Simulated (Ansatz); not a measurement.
**BAs: the gap against volume**

BAs, F-43m, a = 4.784 Å. Ansatz: r2SCAN, PAW, 500 eV, Γ-centred 10×10×10 mesh on 2 atoms, Gaussian smearing 0.02 eV; no spin polarisation. Symmetry fixes shape and atoms, so the cell is only scaled; x = ln(V/V0) with V0 = 13.685 Å³/atom. The gap is read at the mesh points alone.

```
      x gap y (eV)
-0.0619       1.309
-0.0305       1.343
 0.0000       1.375
 0.0296           ?
 0.0583       1.432
```

**Question.** Fit a straight line to the other rows, give the volume deformation potential of the gap and its pressure coefficient, and predict the missing gap. B0 = 140.8 GPa.

**Answer.** Means x = -0.008525, y = 1.3647; Σ(Δx)² = 0.007870, ΣΔxΔy = 0.008035; the slope is their ratio. y = 1.373 + 1.021 x. The slope is the deformation potential a = dE_g/d ln V = 1.02 eV, and dE_g/dP = −a/B0 = -7.25 meV/GPa. At x = 0.0296 the fit asked for gives 1.403 eV. The run gave 1.405 eV, so the fit is 0.002 eV too low, within twice the rms miss on the fitted rows (0.001 eV).

Spin-orbit coupling is left out; it would lift a valence top of As p states by 0.1 to 0.15 eV. Semilocal functionals give gaps under the measured ones; changes of the gap mostly carry over better.